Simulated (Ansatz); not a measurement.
Nb:

```
Nb
1.0
     0.00000    2.11500    2.11500
     2.11500    0.00000    2.11500
     2.11500    2.11500    0.00000
Nb
1
Direct
  0.00000 0.00000 0.00000
```

This isn't the form of Nb at room conditions, which is bcc.

| Property | Result |
| --- | --- |
| Program | Ansatz 0.2.0 |
| Task | relaxation of cell and atoms |
| Functional | RPBE |
| Dispersion | D4 |
| Potentials or basis | Ansatz PAW |
| Cutoff | 420 eV (not typed: the program's choice for these potentials) |
| k mesh | 11 × 11 × 11 |
| Occupations | fermi-dirac, width 0.05 eV |
| Spin | no spin polarisation |

At the start: volume 18.92 Å³/atom.

**Question.** Where does the relaxation end?

**Answer.** It ends after 4 steps and the volume is 18.48 Å³/atom (-2.3 %); space group Fm-3m (No. 225, to 0.05 Å).

Step by step:
| step | energy change (eV) | largest force (eV/Å) | volume (Å³) |
| --- | --- | --- | --- |
| 1 | 0.0000 | 0.0000 | 18.92 |
| 2 | -0.0052 | 0.0000 | 18.51 |
| 3 | -0.0053 | 0.0000 | 18.48 |
| 4 | -0.0052 | 0.0000 | 18.48 |

Final structure:
```yaml
crystal:
  lattice:
    - [0.00000, 2.09850, 2.09850]
    - [2.09850, 0.00000, 2.09850]
    - [2.09850, 2.09850, 0.00000]
  atoms:
    - { symbol: Nb, position: [0.00000, 0.00000, 0.00000] }
```

Caveat: the plane-wave basis is chosen anew once the cell has moved, so the energies of steps on either side of that aren't comparable; pairwise dispersion overbinds metals, which lowers pressure and volume; the PAW data sets come from PBE, with cores solved anew for the run's functional, which leaves a small shift of forces and pressure.
